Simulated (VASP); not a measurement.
Runs of VASP 6.6.1 on InAs. Symmetry: F-43m, No. 216, cubic system. The conventional cell has a = 6.036 Å, b = 6.036 Å, c = 6.036 Å, α = 90.00°, β = 90.00°, γ = 90.00°. In (site symmetry -43m) has 4 As at 2.61 Å as nearest neighbours. Around As (site symmetry -43m) lie 4 In at 2.61 Å. 

| task | level | cell | cutoff (eV) | smearing | gap on the mesh (eV) | pressure (GPa) | relaxed volume (Å³/atom) |
| --- | --- | --- | --- | --- | --- | --- | --- |
| band structure | AM05 | as given | 520 | fermi-dirac 0.05 eV | - | 1.9 | - |
| relaxation of cell and atoms | AM05 | relaxed | 600 | fermi-dirac 0.05 eV | none | 0.0 | 28.44 |
| single point | PBE | as given | 520 | gaussian 0.011 eV | none | 4.4 | - |
| relaxation of cell and atoms | PW91 | relaxed | 600 | fermi-dirac 0.05 eV | none | 0.0 | (a) |

Alike in all rows: potentials or basis VASP PAW PBE potentials, release 64 (In_d, As); no spin polarisation; k mesh 8 × 8 × 8.

Estimate the missing entries.

(a) 29.59.

Caveats: this crystal is a semiconductor, whose small gap the functional closes, so the metal is an error of the method; the PAW data sets were made with another functional, which shifts forces and pressure a little (some runs); spin-orbit coupling is left out, which moves the levels of the heavy elements (some runs).

A k mesh can miss the band edges, and the runs leave out spin-orbit coupling on As, In.

A gap of «none» marks a metal or a gap under the smearing width.
